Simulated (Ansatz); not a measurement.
**ZnTe under a change: biaxial strain +1.35 %, plane normal [111], relaxed out of plane**

Consider ZnTe in the zinc blende structure (space group F-43m, No. 216; a = 6.113 Å). Axes: x, y, z lie along the cube axes.

One thing is altered: tensile biaxial strain of 1.35 % in the plane normal to [111], as in epitaxy on a mismatched substrate; the out-of-plane cell vector and the atoms relax.

Calculations: r2SCAN in Ansatz (plane waves to 500 eV, PAW, no SOC). k-mesh 9×9×9 (Γ-centred); smearing 0.05 eV (Fermi–Dirac).

Space group: R3m (No. 160) (base F-43m (No. 216))
Shortest interatomic distance: 5.008 bohr (base 5.002 bohr)
Energy relative to the base (free energy F): +3.3 meV/atom
Pressure (mean of the normal stresses, compression positive): -0.91 GPa (base 0.01 GPa)
Band gap: 1.61 eV (base 1.79 eV)
Gap character: direct at Γ (base direct at Γ)
Electron mass: 0.11 mₑ out of plane, 0.10 mₑ in plane (at Γ) (base 0.11 mₑ (at Γ))
Hole mass: 0.089 mₑ out of plane, 1.1 mₑ in plane (at Γ)
Valence-band top at Γ (three highest levels, from the VBM): 0.00, -0.12, -0.12 eV (base 0.00, 0.00, 0.00 eV)
Valley order (the lowest conduction-band minima on the path, energy above the VBM, named in the base's zone): Γ 1.61 eV; L along [111] 1.93 eV; L along [1-1-1] 2.15 eV; a point along [001], about 0.9 Å⁻¹ from Γ 2.47 eV (base Γ 1.79 eV; L along ⟨111⟩ 2.20 eV; a point along ⟨100⟩, about 0.9 Å⁻¹ from Γ 2.54 eV)
Out-of-plane strain: -0.75 %
Ratio −ε⊥/ε∥: 0.56
Mean in-plane stress (compression positive): -1.4 GPa

Spin-orbit coupling, missing from the scalar runs, can matter with Te. Effective masses come from finite differences of ±0.01 Å⁻¹. Whether these cells are dynamically stable was not tested. Labels are those of the standard path for the cell's own space group.

Ansatz is a first-principles code.
